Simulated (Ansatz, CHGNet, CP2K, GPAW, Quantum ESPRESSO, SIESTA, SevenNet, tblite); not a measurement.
# Running Priceite (P2_1/c), Ca2B5H7O13 (108 atoms) with GPAW

Wanted: GPAW inputs and outputs for Priceite (P2_1/c), Ca2B5H7O13 (108 atoms), checked against a plane-wave reference.

Program: GPAW 26.7.0. Level of theory: the method is named at each step. Results are calculated unless marked as measured.

**1. The structure**

The cell holds 108 atoms: 8 Ca, 20 B, 28 H and 52 O. Cell: a = 11.580 Å, b = 6.984 Å, c = 12.352 Å, α = 90.0°, β = 110.6°, γ = 90.0°. It derives from Ca2B5H7O13 (P2_1/c), repeated 1×1×1. Ca2B5H7O13, space group P2_1/c, structure from the Crystallography Open Database, 1 x 1 x 1 conventional cells; every coordinate displaced by a Gaussian of 0.02 Å; bonds to H set to neutron lengths (C-H 1.089, N-H 1.015, O-H 0.983, B-H 1.19 Å) where the listed ones are shorter. Then every atom was moved at random, 0.05 Å r.m.s. a Cartesian component (hydrogen 0.6 of that).

The yardstick, on the same geometry:

```
method                                           : Kohn-Sham DFT, PBE, PAW, plane waves (Ansatz 0.2.0); cutoff 420 eV, Γ point, fermi-dirac smearing of 0.05 eV; PAW set soft_2
r.m.s. force component                           : 2.037 eV/Å
longest force                                    : 12.11 eV/Å
pressure                                         : 3.985 GPa
gap (highest filled to lowest empty level) : 4.708 eV
SCF cycles                                       : 9
time                                             : 15 s on 4 threads of Arm Neoverse V1, shared host
CPU time                                         : 54 s
```

**2. PBE, LCAO dzp, h 0.18 Å**

Method: Kohn-Sham DFT, PBE, PAW, atomic orbitals (dzp).

Contents of run.py:

```python
import numpy as np
from ase.io import read
from gpaw import GPAW, FermiDirac
from ase.parallel import parprint as print

atoms = read("structure.xyz")
atoms.calc = GPAW(
    mode="lcao",
    basis="dzp",
    h=0.18,
    xc="PBE",
    kpts={"size": (1, 1, 1), "gamma": True},
    occupations=FermiDirac(0.05),
    maxiter=200,
    symmetry={"point_group": False},
    txt="gpaw.txt",
)
energy = atoms.get_potential_energy(force_consistent=True)
forces = atoms.get_forces()
print(f"energy {energy:.6f} eV")
print("forces (eV/A)")
for i, (a, f) in enumerate(zip(atoms, forces)):
    print(f"{i:4d} {a.symbol:2s} {f[0]:10.5f} {f[1]:10.5f} {f[2]:10.5f}")
print(f"Fermi level {atoms.calc.get_fermi_level():.4f} eV")
for k in range(len(atoms.calc.get_ibz_k_points())):
    for s in range(atoms.calc.get_number_of_spins()):
        e = atoms.calc.get_eigenvalues(kpt=k, spin=s)
        n = np.searchsorted(e, atoms.calc.get_fermi_level())
        print(f"k {k} spin {s} levels about the Fermi level:", np.round(e[max(n - 6, 0):n], 4).tolist(), "|", np.round(e[n:n + 6], 4).tolist())
```

Contents of structure.xyz:

```xyz
108
Lattice="11.58000 0.00000 0.00000 0.00000 6.98440 0.00000 -4.34050 0.00000 11.56425" Properties=species:S:1:pos:R:3 pbc="T T T"
Ca -2.36439 5.30717 6.70137
Ca 7.40327 1.85059 10.66420
Ca 9.72831 1.72759 4.92290
Ca -0.23062 5.11831 0.97880
Ca 1.98674 1.73039 4.42957
Ca 7.46489 5.08653 1.40853
Ca 5.29685 5.26093 7.29427
Ca -0.19859 1.82286 10.17226
B 1.33349 5.29578 4.08253
B 8.11348 1.72913 1.71336
B 5.83304 1.76147 7.50890
B -0.89633 5.26736 9.92525
B -1.30683 5.09722 3.71559
B 10.55534 1.66906 2.08145
B 8.50352 1.86218 7.75475
B -3.47392 5.42101 9.49517
B -0.11067 3.77758 5.56934
B 9.32264 0.22175 0.25349
B 7.29690 3.24977 5.98288
B -2.08708 6.76593 11.35181
B 0.79063 1.94397 7.13503
B 4.28233 5.49407 10.14717
B 6.37029 4.99936 4.29704
B 3.00305 1.53999 1.46669
B 0.32108 4.34954 8.02351
B 4.77233 0.93193 9.33871
B 6.96213 2.63521 3.59336
B 2.43771 6.11400 2.17292
H 2.87254 1.54865 7.48658
H 2.18275 5.03023 9.90131
H 4.34463 5.46061 4.11155
H 5.08753 1.89005 1.68029
H 0.49044 0.03625 8.17546
H 4.46772 3.49499 9.12905
H 6.62372 6.96994 3.38243
H 2.77929 3.46706 2.37229
H 0.83359 6.42970 5.70996
H 8.58540 2.99673 0.12281
H 6.46110 0.47913 5.94541
H -1.34463 3.94730 11.38373
H 8.76195 5.99059 4.35926
H 0.71298 2.54889 1.34700
H -1.49723 0.94611 7.15168
H 6.55816 4.42343 10.11629
H 9.34847 3.71822 2.71239
H 0.07234 0.27805 3.04891
H -2.07334 3.24432 8.86677
H 7.19564 6.76334 8.55084
H 4.53317 1.76475 5.15338
H 4.84158 5.27071 0.63592
H 2.63982 5.24193 6.43042
H 2.40104 1.76307 10.86727
H 4.47676 3.42403 4.65207
H 4.93121 6.79331 1.16718
H 2.72539 3.62127 6.90895
H 2.34238 0.20171 10.42286
[... 48 atom lines left out ...]
O 0.65025 3.15283 8.29700
O 4.39991 6.55884 9.07678
O 6.53781 3.93585 3.26794
O 2.90297 0.47997 2.49291
```

Started as:

```sh
$ OMP_NUM_THREADS=1 mpirun -np 2 gpaw python run.py > output.txt
```

Log:

```text
energy -684.815521 eV
forces (eV/A)
   0 Ca   -0.30364    0.24539    0.06818
   1 Ca    0.09159   -0.58383   -0.11561
   2 Ca   -0.66559   -0.76813   -0.97713
   3 Ca   -0.04519    0.66240   -0.65515
   4 Ca    0.14443    0.37061   -0.89452
   5 Ca   -0.39059    1.55761    0.31536
   6 Ca   -0.09960   -0.04791   -0.79203
   7 Ca    0.19697   -0.45789   -0.41456
   8 B     1.46966   -2.93559    0.05502
   9 B    -1.16418   -0.77270   -1.35522
  10 B     2.27899    1.28619   -2.19684
  11 B     2.33713   -0.65955   -1.20819
  12 B     3.36236    0.87136    1.95045
  13 B     5.65596   -2.76919   -2.95566
  14 B    -2.70672    1.53385    0.74423
  15 B     1.46251   -0.53864    2.17298
  16 B     4.82563    0.02297    0.23425
  17 B     2.16276    1.25653   -0.18173
  18 B    -3.80452    1.61159    0.10883
  19 B    -1.48822   -1.11586    0.48433
  20 B     1.35960   -0.05838    4.51293
  21 B    -0.37000    0.34012   -1.07384
  22 B     3.18970    0.47282   -0.19926
  23 B    -0.09758   -0.41525    1.25116
[...]
100 O    -1.69308    1.28052   -2.98537
 101 O     0.94232    0.32825    0.72241
 102 O    -1.51758    0.28483   -0.05919
 103 O    -1.75511   -0.29048   -2.27428
 104 O     1.90347   -6.78323   -0.03195
 105 O    -0.44475    0.96002    0.12248
 106 O    -0.26022   -0.54258   -0.71429
 107 O    -0.31599   -2.35030    0.43443
Fermi level 4.2224 eV
k 0 spin 0 levels about the Fermi level: [2.1958, 2.2693, 2.4878, 2.7058, 2.7751, 3.02] | [7.6973, 8.4282, 8.5824, 8.6461, 8.8293, 8.9173]
```

gpaw.txt:

```text
Input parameters:
  mode=LCAO(),
  basis={'default': 'dzp'},
  h=0.18,
  kpts=MonkhorstPack(size=(1, 1, 1), gamma=True),
  maxiter=200,
  occupations=Occupations(name='fermi-dirac', width=0.05, fixmagmom=False),
  symmetry=Symmetry(point_group=False),
  xc=XC(name='PBE')
Unit cell  # Å
| periodic |         x |        y |         z |   lengths |     angles |
|----------|-----------|----------|-----------|-----------|------------|
|      yes | 11.580000 | 0.000000 |  0.000000 | 11.580000 |  90.000000 |
|      yes |  0.000000 | 6.984400 |  0.000000 |  6.984400 | 110.573011 |
|      yes | -4.340500 | 0.000000 | 11.564250 | 12.351997 |  90.000000 |
Number of symmetries: 1
Symmetry operations  # r_c * U_cc + t_c -> r_c
|   | kind |            matrix            |
|---|------|------------------------------|
| 0 |  E   |  1, 0, 0,  0, 1, 0,  0, 0, 1 |
BZ-sampling:
  Number of BZ points: 1
  Number of IBZ points: 1
  Monkhorst-Pack size: [1, 1, 1]
  Monkhorst-Pack shift: [0, 0, 0]
[... lines left out ...]
        l=0, rc=2.2969 Bohr: 2s-dz split-valence wave
        l=1, rc=2.8906 Bohr: 2p-dz split-valence wave
        l=2, rc=5.3906 Bohr: d-type Gaussian polarization
      Number of RI-basis functions 0
Reference energy: -267950.789404  # eV
eigensolver:
density mixing:
  MSR1-Mixer
occupation numbers:
  Fermi-Dirac:
    width: 0.0500  # eV
FastPoissonSolver using
    Stencil: 8*3+1=25 point O(h^6) finite-difference Laplacian
xc functional:
  name: PBE with 2 nearest neighbor stencil
interpolation: tri-quintic # 5. degree polynomial
Initialization done in: 7.674 s
convergence criteria:
- Maximum [total energy] change in last 3 cyles: 0.0005 eV / valence electron
- Maximum integral of absolute [dens]ity change: 0.0001 electrons / valence electron
- Maximum integral of absolute [eigenst]ate change: 4e-08 eV^2 / valence electron
maximum number of iterations: 200
SCF iterations
|iter     |      energy | eigst |  dens |
|---------|-------------|-------|-------|
|iter:   1| -713.020241 |      c|       |
|iter:   2| -705.960171 |      c| -0.92 |
|iter:   3| -684.520897 |      c| -0.97 |
|iter:   4| -684.744666 |      c| -1.55 |
|iter:   5| -684.818052 |      c| -1.89 |
|iter:   6| -684.816013c|      c| -2.82 |
|iter:   7| -684.815522c|      c| -3.21 |
|iter:   8| -684.815523c|      c| -3.68 |
|iter:   9| -684.815521c|      c| -4.20c|
Converged in 9 steps
SCF loop duration: 99.343 s (11.038 s/step)
Energy contributions relative to reference atoms: (reference = -267950.789404)
Energy contributions:
  Kinetic:         738.969308
  Coulomb:        -715.728047
  Zero:             13.278781
  External:          0.000000
  Xc:             -721.335563
  Entropy:          -0.000000
  Spinorbit:         0.000000
  ----------------------------
  Free energy:    -684.815521
  Extrapolated:   -684.815521
dipole moment: (-15.930320, 0.754709, 13.067619)  # |e|*Ang
Fermi level: 4.222
Eigenvalues  # (at kpt = [0.000, 0.000, 0.000])
| band index |      eig [eV] | occ [0-2] |
|------------|---------------|-----------|
|          0 |       -36.026 |     2.000 |
|        ... |               |           |
|        232 |         2.133 |     2.000 |
|        233 |         2.183 |     2.000 |
[...]
|        247 |         9.066 |     0.000 |
|        ... |               |           |
|        291 |        11.314 |     0.000 |
Gap: 4.677 eV
Transition (v -> c):
  (s=0, k=0, n=239, [0.00, 0.00, 0.00]) -> (s=0, k=0, n=240, [0.00, 0.00, 0.00])
No difference between direct/indirect transitions
Force computation time: 28.270  # s
```

Run time: 2.3 min. Hardware: 2 MPI ranks of Arm Neoverse V1, shared host; peak memory 1.8 GiB; 4.6 min of CPU time.

Banners, paths, timers and routine set-up lines are dropped from the logs unmarked, and long logs keep their key lines alone; longer cuts are marked.

Compared with the plane-wave run:

```
r.m.s. force component                           : 2.226 eV/Å
r.m.s. difference of force components            : 338.1 meV/Å
longest difference of force vectors              : 1556 meV/Å
force difference over r.m.s. force               : 16.6 %
slope of forces against the reference's          : 1.083
correlation of force components                  : 0.9913
gap (highest filled to lowest empty level) : 4.677 eV
gap difference                                   : -0.0309 eV
```

Length of the force difference by element (eV/Å):

```
element  atoms   mean  most
      B     20   0.25  0.53
     Ca      8  0.064  0.12
      H     28   0.71   1.6
      O     52   0.56   1.4
```

Levels nearest the highest filled one (eV from it): -0.82, -0.75, -0.53, -0.31, -0.24, 0.00, 4.68, 5.41, 5.56, 5.63, 5.81, 5.90.

Local excerpt of 9 atoms (numbers count through the whole input) about O58, which bears the longest force; x, y, z are measured from there.

```
atom      x      y      z  distance (Å)  bonds     Fx      Fy  Fz (eV/Å)
 O58   0.00   0.00   0.00          0.00      3   4.56  -12.55       0.67
 H54  -0.33   0.78  -0.07          0.85      1  -4.72    9.84      -1.56
 H50  -0.42  -0.75  -0.60          1.05      1   0.18    2.29       0.91
 Ca6   2.20  -0.93   0.17          2.40      8  -0.39    1.56       0.32
 H35   1.36   0.95   2.15          2.72      1   0.15    0.48      -0.16
 O72  -1.76   0.46  -2.11          2.79      3  -0.73    0.28      -0.51
O104  -0.86   2.73  -0.19          2.86      3  -1.76   -0.29      -2.27
 H32  -0.17   2.86   0.45          2.90      1   1.54    0.32       1.75
 B28  -2.82   0.10   0.94          2.98      3   3.80    2.32       5.44
```

Atoms are counted from 1 here, from 0 in the log.

Forces lie 17 % from the reference's, at 5.1 times its CPU time (on 2 against 4 cores).

**3. RPBE, LCAO dzp, h 0.18 Å**

Method: Kohn-Sham DFT, RPBE, PAW, atomic orbitals (dzp).

Edit run.py of step 2 so:

```diff
@@ -10,3 +10,3 @@
     h=0.18,
-    xc="PBE",
+    xc="RPBE",
     kpts={"size": (1, 1, 1), "gamma": True},
```

structure.xyz is that of step 2.

Log:

```text
energy -651.417907 eV
forces (eV/A)
   0 Ca   -0.27457    0.26203    0.06185
   1 Ca    0.08213   -0.57679   -0.10449
   2 Ca   -0.71072   -0.78896   -0.98716
   3 Ca   -0.01628    0.66021   -0.68252
   4 Ca    0.16371    0.35969   -0.90102
   5 Ca   -0.41750    1.55605    0.31522
   6 Ca   -0.10406   -0.04086   -0.81973
   7 Ca    0.20117   -0.45669   -0.42084
   8 B     1.44749   -2.95402    0.03929
   9 B    -1.14316   -0.75980   -1.37093
  10 B     2.32866    1.30891   -2.23216
  11 B     2.32503   -0.65942   -1.21239
  12 B     3.41260    0.86092    2.00539
  13 B     5.69379   -2.83554   -3.00692
  14 B    -2.76213    1.57766    0.72598
  15 B     1.49319   -0.52445    2.21327
  16 B     4.89109    0.05824    0.24388
  17 B     2.17439    1.31771   -0.19664
  18 B    -3.85227    1.59093    0.11843
  19 B    -1.49131   -1.16603    0.49269
  20 B     1.39301   -0.01047    4.58529
  21 B    -0.38443    0.35534   -1.08627
  22 B     3.22148    0.48593   -0.23627
  23 B    -0.07675   -0.42853    1.27232
[...]
100 O    -1.40372    1.19093   -2.90028
 101 O     0.69029    0.23034    0.64036
 102 O    -1.79267    0.40002   -0.10720
 103 O    -1.48628   -0.18973   -2.20279
 104 O     2.00775   -6.90429    0.06200
 105 O    -0.53115    0.93467    0.00797
 106 O    -0.35116   -0.51968   -0.84962
 107 O    -0.23570   -2.35201    0.57287
Fermi level 4.3839 eV
k 0 spin 0 levels about the Fermi level: [2.3653, 2.4371, 2.6642, 2.8789, 2.9519, 3.1983] | [8.0683, 8.7264, 8.9246, 8.9926, 9.0995, 9.2347]
```

gpaw.txt:

```text
Input parameters:
  mode=LCAO(),
  basis={'default': 'dzp'},
  h=0.18,
  kpts=MonkhorstPack(size=(1, 1, 1), gamma=True),
  maxiter=200,
  occupations=Occupations(name='fermi-dirac', width=0.05, fixmagmom=False),
  symmetry=Symmetry(point_group=False),
  xc=XC(name='RPBE')
Unit cell  # Å
| periodic |         x |        y |         z |   lengths |     angles |
[... lines left out ...]
  Fermi-Dirac:
[... lines left out ...]
convergence criteria:
- Maximum [total energy] change in last 3 cyles: 0.0005 eV / valence electron
[... lines left out ...]
Converged in 9 steps
[... lines left out ...]
  Coulomb:        -768.519948
  Zero:             13.678971
  External:          0.000000
  Xc:             -697.372505
  Entropy:          -0.000000
  Spinorbit:         0.000000
  ----------------------------
  Free energy:    -651.417907
  Extrapolated:   -651.417907
dipole moment: (-15.936353, 0.751305, 13.082700)  # |e|*Ang
Fermi level: 4.384
Eigenvalues  # (at kpt = [0.000, 0.000, 0.000])
| band index |      eig [eV] | occ [0-2] |
|------------|---------------|-----------|
|          0 |       -36.059 |     2.000 |
|        ... |               |           |
|        232 |         2.306 |     2.000 |
|        233 |         2.355 |     2.000 |
[...]
|        247 |         9.364 |     0.000 |
|        ... |               |           |
|        291 |        11.541 |     0.000 |
Gap: 4.870 eV
Transition (v -> c):
  (s=0, k=0, n=239, [0.00, 0.00, 0.00]) -> (s=0, k=0, n=240, [0.00, 0.00, 0.00])
No difference between direct/indirect transitions
Force computation time: 27.339  # s
```

Elapsed: 2.3 min, on 2 MPI ranks; peak memory 1.8 GiB.

Compared with the plane-wave run:

```yaml
r_m_s_force_component: 2.231 eV/Å
r_m_s_difference_of_force_components: 325 meV/Å
longest_difference_of_force_vectors: 1390 meV/Å
force_difference_over_r_m_s_force: 15.96 %
slope_of_forces_against_the_reference_s: 1.087
correlation_of_force_components: 0.9925
spacing_of_highest_filled_and_lowest_empty_level: 4.87 eV
gap_difference: 0.1618 eV
```

Against the first run (17 %), the force difference from the reference is 16 %, at 1.0 times the CPU time; the model has changed, so this is no error of the program alone.

**4. PBE, LCAO sz(dzp), h 0.18 Å**

Method: Kohn-Sham DFT, PBE, PAW, atomic orbitals (sz(dzp)).

Edit run.py of step 3 so:

```diff
@@ -3,3 +3,2 @@
 from gpaw import GPAW, FermiDirac
-from ase.parallel import parprint as print
 
@@ -8,5 +7,5 @@
     mode="lcao",
-    basis="dzp",
+    basis="sz(dzp)",
     h=0.18,
-    xc="RPBE",
+    xc="PBE",
     kpts={"size": (1, 1, 1), "gamma": True},
```

structure.xyz is that of step 3.

Started as:

```sh
$ OMP_NUM_THREADS=1 python run.py > output.txt
```

Log:

```text
energy -591.154386 eV
forces (eV/A)
   0 Ca   -0.46805    0.48797    0.44039
   1 Ca    0.12902   -0.50111   -0.44915
   2 Ca   -0.67244   -1.05352   -1.43634
   3 Ca   -0.06800    0.59774   -0.40701
   4 Ca    0.53589    0.39627   -0.98740
   5 Ca   -0.74844    1.84530    0.22971
   6 Ca   -0.46441   -0.04995   -0.91337
   7 Ca    0.71741   -0.50334   -0.29387
   8 B     2.09044   -3.22469   -0.30780
   9 B    -1.84966   -0.58806   -1.54484
  10 B     1.75157    2.07606   -3.28372
  11 B     4.34273   -0.60387   -1.74946
[...]
103 O    -3.17218   -0.84962   -5.48697
 104 O     2.68945  -10.09568    0.91278
 105 O    -0.65322    0.03937   -1.23319
 106 O    -0.51881    0.43135   -2.30739
 107 O    -0.02362   -2.03396    1.99143
Fermi level 4.7518 eV
k 0 spin 0 levels about the Fermi level: [2.6083, 2.636, 2.8574, 2.9984, 3.1767, 3.4584] | [8.2379, 8.8269, 8.9996, 9.1696, 9.2298, 9.298]
```

gpaw.txt:

```text
Input parameters:
  mode=LCAO(),
  basis={'default': 'sz(dzp)'},
  h=0.18,
  kpts=MonkhorstPack(size=(1, 1, 1), gamma=True),
  maxiter=200,
  occupations=Occupations(name='fermi-dirac', width=0.05, fixmagmom=False),
  symmetry=Symmetry(point_group=False),
  xc=XC(name='PBE')
[... lines left out ...]
  Fermi-Dirac:
[... lines left out ...]
convergence criteria:
- Maximum [total energy] change in last 3 cyles: 0.0005 eV / valence electron
[... lines left out ...]
Converged in 9 steps
[... lines left out ...]
  Free energy:    -591.154386
[... lines left out ...]
Fermi level: 4.752
[... lines left out ...]
|          0 |       -35.577 |     2.000 |
|        ... |               |           |
|        232 |         2.427 |     2.000 |
|        233 |         2.510 |     2.000 |
[...]
|        247 |         9.496 |     0.000 |
|        ... |               |           |
|        291 |        12.202 |     0.000 |
Gap: 4.779 eV
Transition (v -> c):
  (s=0, k=0, n=239, [0.00, 0.00, 0.00]) -> (s=0, k=0, n=240, [0.00, 0.00, 0.00])
No difference between direct/indirect transitions
Force computation time: 13.904  # s
timing:  # [seconds]
  Total:  75.941  # ━━━━━━━━━━━━━━━━━━━━━━━━━━━━━━━━━━━━━━━━━━━━━━━━━━━━━━━━━
  Init:    9.100  # ━━━━━━━
  SCF:    52.897  # ━━━━━━━━━━━━━━━━━━━━━━━━━━━━━━━━━━━━━━━╸
  Forces: 13.904  # ━━━━━━━━━━╸
```

The job ended after 77 s (1 thread; peak memory 1 GiB).

Compared with the plane-wave run:

| Quantity | Value |
| --- | --- |
| r.m.s. force component | 3.344 eV/Å |
| r.m.s. difference of force components | 1924 meV/Å |
| longest difference of force vectors | 7195 meV/Å |
| force difference over r.m.s. force | 94.48 % |
| slope of forces against the reference's | 1.401 |
| correlation of force components | 0.8535 |
| gap (highest filled to lowest empty level) | 4.779 eV |
| gap difference | 0.0713 eV |

This is a coarse setting, run to see what it loses.

Against the first run (17 %), the force difference from the reference is 94 %, at 0.28 times the CPU time (on 1 against 2 cores), with 420 basis functions against 1308: the smaller basis costs accuracy.

(Continued in part 2 of 2.)

[Also dropped from logs without a mark: logging warnings of Python, and SIESTA's first energy breakdown and zero terms.]

[Logs are printed without paths, hosts, clocks, repeated set-up lines and the standing remarks that a program may print on its own settings, such as how far it seeks lower states.]

[Hosts, paths, dates, database ids (printed as entryN), source tags and the programs' standing remarks are cut or masked in the printed files.]
